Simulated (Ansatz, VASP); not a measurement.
Tc in VASP and in Ansatz

```xyz
2
Lattice="2.7400 0.0000 0.0000 -1.3700 2.3729 0.0000 0.0000 0.0000 4.3980" Properties=species:S:1:pos:R:3 pbc="T T T"
Tc    1.3700    0.7910    3.2985
Tc    0.0000    1.5819    1.0995
```

Alike in both runs: functional PBEsol; k mesh 8 × 8 × 4; occupations fermi-dirac, width 0.05 eV; non-collinear spin, spin-orbit coupling.

```csv
,VASP,Ansatz
version,VASP 6.6.1,Ansatz 0.2.0
potentials or method,"VASP PAW PBE potentials, release 64 (Tc_pv), cutoff 520 eV","all-electron LAPW, relativistic spinors"
task,single point,band structure
```

|  | VASP | Ansatz | Ansatz less VASP |
| --- | --- | --- | --- |
| gap on the k mesh at the Fermi level (eV) | none | none | - |
| pressure (GPa) | -7.7 | -7.1 | +0.63 |
| largest component of the traceless stress (GPa) | 1.20 | 1.12 | -0.080 |
| net moment per atom (μB) | 0.00 | 0.00 | 0.000 |

A gap of «none» marks a metal or a gap that the smearing closes. Ansatz ran all-electron here, so the differences hold the error of VASP's frozen core and of both bases.

Caveats: the PAW data sets were made with another functional, which shifts forces and pressure a little (VASP); the k mesh is thin for a metal, which can move the energy by tens of meV per atom (Ansatz).
